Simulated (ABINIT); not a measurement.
PtSe2 (Sudovikovite):

```xyz
3
Lattice="3.7240 0.0000 0.0000 -1.8620 3.2251 0.0000 0.0000 0.0000 5.0620" Properties=species:S:1:pos:R:3 pbc="T T T"
Pt    0.0000    0.0000    0.0000
Se    1.8620    1.0750    3.7965
Se    0.0000    2.1501    1.2655
```

Base run:

```yaml
Program: ABINIT 10.8.3 (patched build)
Functional: PBE
Potentials_or_basis: PseudoDojo NC SR PBE v0.4.1 standard
Cutoff: 1088 eV
k_mesh: 6 × 6 × 4
Occupations: fermi-dirac, width 0.05 eV
Spin: no spin polarisation
```

Its results: band gap on the k mesh none (metal or under the smearing width); pressure 7.0 GPa; largest force 0.575 eV/Å.

Question: The run is repeated on the same cell with these changes: functional from PBE to LDA; potentials or basis from PseudoDojo NC SR PBE v0.4.1 standard to PseudoDojo NC SR LDA v0.4.1 standard. What comes out?

Answer: Band gap on the k mesh none (metal or under the smearing width); pressure -0.8 GPa; largest force 0.185 eV/Å.
